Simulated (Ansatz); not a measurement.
# Stress against strain in BAs

```
CELL_PARAMETERS angstrom
0.00000 2.38850 2.38850
2.38850 0.00000 2.38850
2.38850 2.38850 0.00000
ATOMIC_POSITIONS crystal
B 0.00000 0.00000 0.00000
As 0.75000 0.75000 0.75000
```

Atom numbers follow the list: B1, As2.

The conventional cell has a = 4.777 Å, b = 4.777 Å, c = 4.777 Å, α = 90.00°, β = 90.00°, γ = 90.00°. B (atom 1) is surrounded by 4 As at 2.07 Å. As (atom 2) is surrounded by 4 B at 2.07 Å.

The geometry is COD entry 9008833, unchecked; take it as a test cell.

Method: DFT, LDA, all-electron LAPW, scalar-relativistic in Ansatz 0.2.0.

Settings: a Γ-centred 15×15×15 k mesh, Fermi–Dirac smearing of 0.03 eV, basis error target 0.25 meV/atom, no spin polarisation.

The strain is applied along the Cartesian axes of the cell as listed (the other components stay zero). Fractional coordinates are held (clamped ions).

σ is the change of stress from the unstrained cell, which is at -3.92 GPa; tension is positive, so slopes are stress–strain coefficients at that pressure.

Only quantities that a quadratic follows smoothly over the whole series are listed; rougher ones are left out.

```
εxx = εyy  σzz (GPa)  σxx (GPa)
  -0.0300      -4.36     -11.38
  -0.0200      -2.74      -7.25
   0.0000       0.00       0.00
   0.0100       1.16       3.16
   0.0200       2.18       6.05
   0.0300       3.10       8.67
```

Fit the series and read off the stiffness at zero strain.

Least-squares fits y = p0 + p1 x + p2 x² to the rows give σzz (GPa): p1 = 124, p2 = -700; σxx (GPa): p1 = 334, p2 = -1500. So 2 C12 = 124 GPa and C11 + C12 = 334 GPa.

One run, at εxx = εyy = -0.0100, is withheld. Predict its row.

The fits give -1.31, -3.49; the run gave -1.30, -3.46.
